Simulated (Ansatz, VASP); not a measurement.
One calculation of NaF, two programs

```
Na F
1.0
     9.00000    0.00000    0.00000
     0.00000    9.30000    0.00000
     0.00000    0.00000    4.12669
Na F
1 1
Cartesian
  4.5000 4.6500 -0.0721
  4.5000 4.6500 1.9910
```

Alike in both runs: functional PBE; k mesh 1 × 1 × 15; occupations gaussian, width 0.05 eV; collinear spin.

Ansatz relaxed the structure, and its values are those at the end. VASP's run is a single point on that final structure, the one shown.

|  | VASP | Ansatz |
| --- | --- | --- |
| version | VASP 6.6.1 | Ansatz 0.2.0 |
| potentials or method | VASP PAW PBE potentials, release 64 (Na_pv, F) | scalar-relativistic, plane waves, PAW |
| plane-wave cutoff (eV) | 520 | 420 |
| valence electrons in the cell | 14 | 16 |

Ansatz gave:

| Quantity | Value |
| --- | --- |
| gap on the k mesh at the Fermi level (eV) | 5.21 |
| least direct gap on the mesh (eV) | 5.23 |
| net moment per atom (μB) | 0.00 |

**Question.** What did VASP give for the same quantities?

**Answer.** gap on the k mesh at the Fermi level (eV): 5.20; least direct gap on the mesh (eV): 5.22; net moment per atom (μB): 0.00.

With one functional, cell and mesh, what is left measures potentials, basis and numerics. The two sets of potentials don't hold the same shells in valence. Ansatz warned: «seeded_moment_not_kept».

Expect the measured gap to be larger: semilocal functionals such as PBE lack the derivative discontinuity.
